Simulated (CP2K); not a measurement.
Runs of CP2K 2026.2 on Mg. The structure is hexagonal, space group P6_3/mmc (No. 194). The conventional cell has a = 3.209 Å, b = 3.209 Å, c = 5.210 Å, α = 90.00°, β = 90.00°, γ = 120.00°. Around Mg (site symmetry -6m2) lie 12 Mg at 3.20 to 3.21 Å. 

| task | level | potentials or basis | cell | k mesh | smearing | EPS_DEFAULT | NGRIDS | EXTRAPOLATION | basis sets | potentials | gap on the mesh (eV) | pressure (GPa) | relaxed volume (Å³/atom) |
| --- | --- | --- | --- | --- | --- | --- | --- | --- | --- | --- | --- | --- | --- |
| relaxation of cell and atoms | PBE | POTENTIAL_UZH Mg GTH-PBE-q10; TZVP-MOLOPT-PBE-GTH basis | relaxed | 7 × 7 × 4 | fermi-dirac 0.1 eV | 1.0E-9 | 5 | USE_PREV_P | Mg TZVP-MOLOPT-PBE-GTH-q10 | Mg GTH-PBE-q10 of POTENTIAL_UZH | none | 0.0 | 23.82 |
| band structure | LDA | GTH_POTENTIALS Mg GTH-PADE-q10; TZVP-MOLOPT-PBE-GTH basis | as given | 10 × 10 × 5 | fermi-dirac 0.05 eV | 1.0E-10 | 4 | - | Mg TZVP-MOLOPT-PBE-GTH-q10 | Mg GTH-PADE-q10 of GTH_POTENTIALS | none | -1.4 | - |
| band structure | PBE | POTENTIAL_UZH Mg GTH-PBE-q10; TZVP-MOLOPT-PBE-GTH basis | as given | 10 × 10 × 5 | fermi-dirac 0.01 eV | 1.0E-10 | 5 | - | Mg TZVP-MOLOPT-PBE-GTH-q10 | Mg GTH-PBE-q10 of POTENTIAL_UZH | none | 0.6 | - |
| band structure | TB-mBJ | POTENTIAL_UZH Mg GTH-PBE-q10; TZVP-MOLOPT-PBE-GTH basis | as given | 10 × 10 × 5 | fermi-dirac 0.05 eV | 1.0E-10 | 5 | - | Mg TZVP-MOLOPT-PBE-GTH-q10 | Mg GTH-PBE-q10 of POTENTIAL_UZH | none | - | - |
| relaxation of cell and atoms | PBEsol | POTENTIAL_UZH Mg GTH-PBE-q10; TZVP-MOLOPT-PBE-GTH basis | relaxed | 7 × 7 × 4 | fermi-dirac 0.05 eV | 1.0E-9 | 4 | USE_PREV_P | Mg TZVP-MOLOPT-PBE-GTH-q10 | Mg GTH-PBE-q10 of POTENTIAL_UZH | none | 0.0 | (b) |
| band structure | r2SCAN | POTENTIAL_UZH Mg GTH-SCAN-q10; TZVP-MOLOPT-SCAN-GTH basis | as given | 10 × 10 × 5 | fermi-dirac 0.1 eV | 1.0E-9 | 4 | - | Mg TZVP-MOLOPT-SCAN-GTH-q10 | Mg GTH-SCAN-q10 of POTENTIAL_UZH | none | -0.4 | - |
| band structure | PBEsol | POTENTIAL_UZH Mg GTH-PBE-q10; TZVP-MOLOPT-PBE-GTH basis | as given | 10 × 10 × 5 | fermi-dirac 0.01 eV | 1.0E-9 | 4 | - | Mg TZVP-MOLOPT-PBE-GTH-q10 | Mg GTH-PBE-q10 of POTENTIAL_UZH | none | (a) | - |
| single point | PBE | POTENTIAL_UZH Mg GTH-PBE-q10; TZVP-MOLOPT-PBE-GTH basis | as given | 10 × 10 × 5 | fermi-dirac 0.05 eV | 1.0E-10 | 4 | - | Mg TZVP-MOLOPT-PBE-GTH-q10 | Mg GTH-PBE-q10 of POTENTIAL_UZH | none | 0.7 | - |

Alike in all rows: no spin polarisation.

Estimate the missing entries.

(a) -0.1; (b) 23.31.

Caveats: the basis of atomic orbitals isn't converged, which shifts pressures, moduli and gaps; the potentials were made for another functional, which shifts forces and pressure (some runs); the printed path begins after the first move (some runs); this is a model potential without an energy functional, so only levels have meaning (some runs).

A k mesh can miss the band edges.

A gap of «none» marks a metal or a gap under the smearing width.

Not every run made on this cell is shown here.
